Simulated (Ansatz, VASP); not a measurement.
# One calculation of Os, two programs

```
Os
1.0
     2.66396    0.00000    0.00000
     0.00000    2.66396    0.00000
     0.00000    0.00000    2.66396
Os
1
Direct
  0.00000 0.00000 0.00000
```

Alike in both runs: task single point; functional revPBE; k mesh 14 × 14 × 14; occupations fermi-dirac, width 0.1 eV; no spin polarisation.

|  | VASP | Ansatz |
| --- | --- | --- |
| version | VASP 6.6.1 | Ansatz 0.2.0 |
| potentials or method | VASP PAW PBE potentials, release 64 (Os) | plane waves (420 eV) with PAW, scalar-relativistic |
| plane-wave cutoff (eV) | 520 | 420 |
| valence electrons in the cell | 8 | 16 |

|  | VASP | Ansatz | Ansatz less VASP |
| --- | --- | --- | --- |
| pressure (GPa) | -22.8 | -22.3 | +0.48 |

With one functional, cell and mesh, what is left measures potentials, basis and numerics. The two sets of potentials don't hold the same shells in valence.

Caveats: so large a pressure means that the cell lies far from this level's equilibrium, or that cutoff or potentials fall short (VASP); the potentials were made for another functional, which shifts forces and pressure (VASP). The runs have no spin-orbit coupling, so splittings on Os are missing.
